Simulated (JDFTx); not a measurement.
# AgBr under changes of volume

One of the cells (23.644 Å³/atom); the others are scaled copies at fixed shape and fractional positions:

```
Ag Br
1.0
     0.00000    2.87015    2.87015
     2.87015    0.00000    2.87015
     2.87015    2.87015    0.00000
Ag Br
1 1
Cartesian
  0.0000 0.0000 0.0000
  2.8702 2.8702 2.8702
```

```yaml
Program: JDFTx 1.7.0 (patched build)
Functional: LDA
Potentials_or_basis: PseudoDojo-SR-LDA-0.4.1-standard with smoothed tails
Cutoff: 1170 eV
Density_cutoff: 9361 eV
k_mesh: 8 × 8 × 8
Occupations: fermi-dirac, width 0.05 eV
Spin: no spin polarisation
```

```csv
volume (Å³/atom),energy over the lowest point (meV/atom),pressure (GPa),gap on the mesh (eV)
22.225,0.00,-1.3,0.38
22.698,5.45,-2.4,0.37
23.171,14.01,-3.4,0.37
23.644,25.26,-4.2,0.38
24.116,38.86,-5.0,0.38
24.589,54.51,-5.6,0.38
25.062,?,?,?
```

Question: What does the run at 25.062 Å³/atom give?

Answer: Energy over the lowest point 71.91 meV/atom; pressure -6.2 GPa; gap on the mesh 0.39 eV.

Worked out: A Birch-Murnaghan fit of order 3 (a polynomial in V^(-2/3)) to the other rows has its minimum at 21.76 Å³/atom, just outside them, with B0 = V·E''(V) = 63 GPa and B' = 5.3. It gives 71.94 meV/atom at 25.062 Å³/atom, against the run's 71.91, and -dE/dV = -6.2 GPa, against -6.2. A straight line through the other rows of the gap, of slope 0.0555 eV per unit of ln V, extrapolates to 0.38 eV, against the run's 0.39.

Energies are extrapolated to zero smearing.

A mesh can miss the band edges. Spin-orbit coupling on Ag, Br is left out.
